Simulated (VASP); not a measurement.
## Ru: relaxation of cell and atoms with PBE

Ru:

```
Ru
1.0
     2.70580    0.00000    0.00000
    -1.35290    2.34329    0.00000
     0.00000    0.00000    4.28190
Ru
2
Direct
  0.33333 0.66667 0.25000
  0.66667 0.33333 0.75000
```

```
Program                : VASP 6.6.1
Task                   : relaxation of cell and atoms
Functional             : PBE
Potentials or basis    : VASP PAW PBE potentials, release 64 (Ru_pv)
Cutoff                 : 600 eV
k mesh                 : 18 × 18 × 10
Occupations            : gaussian, width 0.1 eV
Spin                   : no spin polarisation
Further INCAR settings : ALGO = Normal; EDIFF = 1e-07; IBRION = 2; EDIFFG = -0.004; NSW = 80; ISIF = 3
```

| Property | Result |
| --- | --- |
| Relaxed volume | 13.76 Å³/atom |
| Relaxed cell | a = 2.719 Å, b = 2.719 Å, c = 4.296 Å, α = 90.00°, β = 90.00°, γ = 120.00° |
| Space group after relaxing (to 0.05 Å) | P6_3/mmc (No. 194) |
| Energy gained by relaxing | 2.5 meV/atom |
| Ionic steps | 6 |
| Pressure after relaxing | 0.0 GPa |
| Band gap on the k mesh | none (metal or under the smearing width) |

The path:
```csv
step,energy change (eV),largest force (eV/Å),pressure (GPa),volume (Å³)
1,0.0000,0.0000,4.34,27.15
2,0.0352,0.0000,-11.20,28.62
3,-0.0049,0.0000,-0.08,27.52
4,-0.0049,0.0000,0.01,27.51
5,-0.0049,0.0000,0.03,27.52
6,-0.0050,0.0000,0.03,27.52
```

Final structure:
```cif
data_structure
_symmetry_space_group_name_H-M 'P 1'
_symmetry_Int_Tables_number 1
_cell_length_a 2.7194
_cell_length_b 2.7194
_cell_length_c 4.2962
_cell_angle_alpha 90.000
_cell_angle_beta 90.000
_cell_angle_gamma 120.000
_cell_volume 27.52
loop_
_atom_site_label
_atom_site_type_symbol
_atom_site_fract_x
_atom_site_fract_y
_atom_site_fract_z
_atom_site_occupancy
Ru1 Ru 0.33333 0.66667 0.25000 1
Ru2 Ru 0.66667 0.33333 0.75000 1
```

Levels at points of the mesh, in eV from the Fermi level:
```
           k point  band 12  band 13  band 14  band 15  band 16  band 17
(0.00, 0.00, 0.00)    -1.87    -1.87    -1.37    -1.37     1.17     1.17
(0.50, 0.00, 0.00)    -1.77    -1.48     1.39     1.80     1.89     4.00
(0.00, 0.00, 0.50)    -2.70    -2.65    -2.65     0.54     0.54     0.54
(0.50, 0.00, 0.50)    -1.04     0.45     0.45     1.64     1.64     3.35
```

Wall time 2.9 min on 1 thread of Intel(R) Xeon(R) 6975P-C (Granite Rapids), on a shared host, peak memory 0.24 GiB.

PBE usually gives volumes a little too large and moduli too small. Zero-point motion and thermal expansion aren't in these numbers.
